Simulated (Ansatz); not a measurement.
**Mo: from a trial structure to a relaxed crystal**

All numbers below come from DFT r2SCAN, scalar-relativistic, plane waves, PAW (Ansatz 0.2.0). Cutoff 500 eV, Γ-centred k mesh, Gaussian smearing, no spin polarisation in the final step.

Mo was placed on the simple cubic structure type (Pm-3m, No. 221), at a guessed volume.

```
Mo
1.0
     2.55297    0.00000    0.00000
     0.00000    2.55297    0.00000
     0.00000    0.00000    2.55297
Mo
1
Direct
  0.00000 0.00000 0.00000
```

Cell and atoms relax at zero pressure; the relaxation can't lower the symmetry of the start. After a coarse first stage the cell is made exact in the group found at 0.06 Å.

Energies count from the standard state of Mo at the same level.

Task: What does it relax into?

Result: It keeps Pm-3m (No. 221). The result has the simple cubic structure. Conventional cell: a = 2.592 Å. Mo is coordinated by 6 Mo at 2.59 Å.

```xyz
1
Lattice="2.5917 0.0000 0.0000 0.0000 2.5917 0.0000 0.0000 0.0000 2.5917" Properties=species:S:1:pos:R:3 pbc="T T T"
Mo    0.0000    0.0000    0.0000
```

Task: What are its volume, energy, density and gap?

Result: The volume per atom is 17.41 Å³, the density is 9.15 g/cm³ and the energy over the standard structure is 1.22 eV/atom. The gap on the 16×16×16 mesh is 0 eV (a metal).

The final run used a 16×16×16 mesh on its 1-atom cell and 0.10 eV smearing. For metals, differences of a few meV/atom aren't resolved. Symmetry constrained the relaxation, so the result can be a saddle point.